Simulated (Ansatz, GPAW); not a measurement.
# One calculation of HgTe, 3 ways

```
Hg Te
1.0
     2.99252   -3.46693    0.00000
     2.99252    3.46693    0.00000
     0.00000    0.00000    5.79816
Hg Te
2 2
Direct
  0.65695 0.34305 0.25000
  0.34305 0.65695 0.75000
  0.21519 0.78481 0.25000
  0.78481 0.21519 0.75000
```

Measurements of this composition are mostly on another form, of space group No. 216.

Alike in all runs: task band structure; functional PBEsol; k mesh 6 × 6 × 5; occupations fermi-dirac, width 0.05 eV; no spin polarisation; no spin-orbit coupling. Pressure is positive in compression and, in plane waves, holds the error of the finite cutoff, which Ansatz's Pulay term estimates and takes out.

| program and potentials | plane-wave cutoff (eV) | notes | pressure (GPa) | largest force (eV/Å) |
| --- | --- | --- | --- | --- |
| Ansatz, Ansatz PAW | 420 | potentials made for PBE, which Ansatz adapts in part; 18 valence electrons an atom on average; Pulay term of +0.03 GPa included | -3.41 | 0.203 |
| Ansatz, all-electron LAPW, scalar-relativistic | - | - | -3.40 | 0.203 |
| GPAW, PAW data sets generated for this functional | 600 | 12 valence electrons an atom on average | -3.39 | 0.212 |

Force on atom 4 (Te), eV/Å:

```json
{"program and potentials": "Ansatz, Ansatz PAW", "x": "0.000", "y": "0.203", "z": "0.000"}
{"program and potentials": "Ansatz, all-electron LAPW, scalar-relativistic", "x": "0.000", "y": "0.203", "z": "0.000"}
{"program and potentials": "GPAW, PAW data sets generated for this functional", "x": "0.000", "y": "0.212", "z": "0.000"}
```

The pressure spans -3.41 (Ansatz, Ansatz PAW) to -3.39 GPa (GPAW, PAW data sets generated for this functional), with all-electron results at -3.40.

Differences between rows come from potentials, basis sets and numerical settings, since the functional is the same but for its coding. Runs on potential files found faulty are left out.
